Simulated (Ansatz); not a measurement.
This script makes an equation of state with a fit of PbS, space group Cmcm with Ansatz 0.2.0 through its Python package.

`pbs_eos.py`
```python
"""Equation of state of PbS."""

import logging
import sys
import warnings

import ansatz as az
from ase.eos import EquationOfState
from ase.units import GPa
import numpy as np

logging.basicConfig(stream=sys.stdout, format="%(name)s: %(message)s")
logger = logging.getLogger("ansatz_job")
logger.setLevel(logging.INFO)

vectors0 = np.array([
    [2.079953, -5.991297, 0.0],
    [2.079953, 5.991297, 0.0],
    [0.0, 0.0, 4.279321],
])
sites = [
    ("Pb", [0.869437, 0.130563, 0.75]),
    ("Pb", [0.130563, 0.869437, 0.25]),
    ("S", [0.645203, 0.354797, 0.75]),
    ("S", [0.354797, 0.645203, 0.25]),
]


def build(cell):
    crystal = az.Crystal(lattice=az.Lattice.of(cell))
    for symbol, position in sites:
        crystal = crystal.atom(symbol, position)
    return crystal


def main() -> None:
    warnings.simplefilter("ignore", az.DeckWarning)

    # scale the volume, keep shape and fractions
    volumes, energies, pressures = [], [], []
    for scale in np.linspace(0.92, 1.08, 7):
        cell = vectors0 * scale ** (1 / 3)
        calculation = (
            build(cell).calculation()
            .functional("r2scan")
            .basis(41 * az.Ry)
            .occupations("Fixed")  # no smearing
            .kpoints(6, 6, 6)  # sampling of the Brillouin zone
            .stress()  # GPa
        )
        r = calculation.run().report
        volumes.append(abs(np.linalg.det(cell)) / len(sites))
        energies.append(r["free_energy_ev"] / len(sites))
        pressures.append(np.trace(r["stress_gpa"]) / 3)
        logger.info(f"V = {volumes[-1]:8.4f} A^3/atom  F = {energies[-1]:.5f} eV/atom  P = {pressures[-1]:8.3f} GPa")

    eos = EquationOfState(volumes, energies, eos="birchmurnaghan")
    v0, e0, bulk = eos.fit()
    logger.info(f"V0 = {v0:.4f} A^3/atom, E0 = {e0:.5f} eV/atom, B = {bulk / GPa:.1f} GPa")


if __name__ == "__main__":
    main()
```

From its runs, with one value withheld:

| V (Å³/atom) | F less the lowest row shown (meV/atom) |
| --- | --- |
| 24.531 | 33.88 |
| 25.242 | 14.13 |
| 25.953 | 3.23 |
| 26.664 | 0.00 |
| 27.375 | ? |
| 28.086 | 12.62 |
| 28.797 | 26.82 |

What is the missing energy at 27.375 Å³ an atom?

A third-order Birch-Murnaghan fit, E = E0 + (9 V0 B0 / 16) [(t - 1)³ B' + (t - 1)² (6 - 4t)] with t = (V0/V)^(2/3), through the 6 rows shown gives V0 = 26.637 Å³, B0 = 56.3 GPa, B' = 4.33 and E0 = 0.00 meV. At V = 27.375 Å³, t = 0.98194, and the fit interpolates to 3.42 meV. The run gave 3.42 meV, a miss of 0.00 meV.

Shape and fractional positions are held along the curve, so the bulk modulus is an upper value where they are free to relax. Pressure is positive in compression. Spin-orbit coupling, which matters for elements this heavy, is left out. This cell is a computed structure, which may not be the phase found in nature. Finished in 110 s on 1 thread of Arm Neoverse V2, on a shared host, peak memory 1 GiB.
